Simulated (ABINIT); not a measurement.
Here is an ABINIT 10.8.3 (patched build) calculation.

File run.abi:

```
# Datasets: ground state, then fixed potential
ndtset 2

# Pseudopotentials
pp_dirpath "./"
pseudos "Mg.LDA_PW-JTH.xml, O.LDA_PW-JTH.xml"

# Structure
acell 5.6041865537 5.6041865537 5.6041865537
rprim
     0.0000000000     0.7071067812     0.7071067812
     0.7071067812     0.0000000000     0.7071067812
     0.7071067812     0.7071067812     0.0000000000
ntypat 2
znucl 12 8
natom 2
typat 1 2
xred
     0.0000000000     0.0000000000     0.0000000000
     0.5000000000     0.5000000000     0.5000000000

# Plane-wave basis
ecut 23.0
pawecutdg 45.0

# Exchange and correlation
ixc 2

# Bands and occupations
occopt 3
tsmear 0.00183747

# SCF cycle
nstep 100

# Output
iomode 3
prtwf 0
prteig 0
prtebands 0
prtden1 1

# Dataset 1
kptopt1 1
ngkpt1 11 11 11
nshiftk1 1
shiftk1 0.0 0.0 0.0
nband1 12
tolvrs1 1.0e-9

# Dataset 2: bands along G-X-W-K-G-L-U-W-L-K
iscf2 -2
getden2 1
nband2 18
nbdbuf2 4
tolwfr2 1.0e-11
kptopt2 -9
ndivsm2 6
prteig2 1
kptbounds2
     0.0000000000     0.0000000000     0.0000000000
     0.5000000000     0.0000000000     0.5000000000
     0.5000000000     0.2500000000     0.7500000000
     0.3750000000     0.3750000000     0.7500000000
     0.0000000000     0.0000000000     0.0000000000
     0.5000000000     0.5000000000     0.5000000000
     0.6250000000     0.2500000000     0.6250000000
     0.5000000000     0.2500000000     0.7500000000
     0.5000000000     0.5000000000     0.5000000000
     0.3750000000     0.3750000000     0.7500000000
```

Potentials or basis: JTH PAW LDA v2.0.

Command:

```console
$ abinit run.abi > log 2>&1
```

Predict the pressure.

-3.3 GPa.

Predict the band gap on the k mesh.

4.77 eV, direct.

Estimate the band gap along the path.

4.77 eV, direct.

Levels at the corners of the path, in eV from the valence-band top:
```csv
point,band 5,band 6,band 7,band 8,band 9,band 10,band 11,band 12
Γ,-17.07,0.00,0.00,0.00,4.77,15.59,15.59,15.59
X,-15.43,-4.17,-1.38,-1.38,8.91,9.84,13.04,18.88
W,-15.36,-3.03,-3.03,-1.83,11.54,11.54,12.05,15.45
K,-15.39,-3.57,-2.79,-1.18,9.94,11.67,12.45,18.01
Γ,-17.07,0.00,0.00,0.00,4.77,15.59,15.59,15.59
L,-15.65,-4.75,-0.68,-0.68,7.81,12.56,16.15,16.15
U,-15.39,-3.57,-2.79,-1.18,9.94,11.67,12.45,18.01
W,-15.36,-3.03,-3.03,-1.83,11.54,11.54,12.05,15.45
L,-15.65,-4.75,-0.68,-0.68,7.81,12.56,16.15,16.15
K,-15.39,-3.57,-2.79,-1.18,9.94,11.67,12.45,18.01
```

**Measured values to compare with.**

From “Electronic structure of alkaline earth and post-transition metal oxides”, 2009, arxiv:0908.1581, for a bulk crystal of MgO: band gap 7.83 eV.

Measured gap of MgO: 7.83 eV (quoted in “Electronic structure of alkaline earth and post-transition metal oxides”, 2009, arxiv:0908.1581). This calculation gives 4.77 eV (-3.06 eV). The value is that of LDA-PZ, without temperature or zero-point motion. Semilocal functionals fall short of measured gaps as a rule. The cell is a database's relaxed one, not the measured one, which moves gaps too.
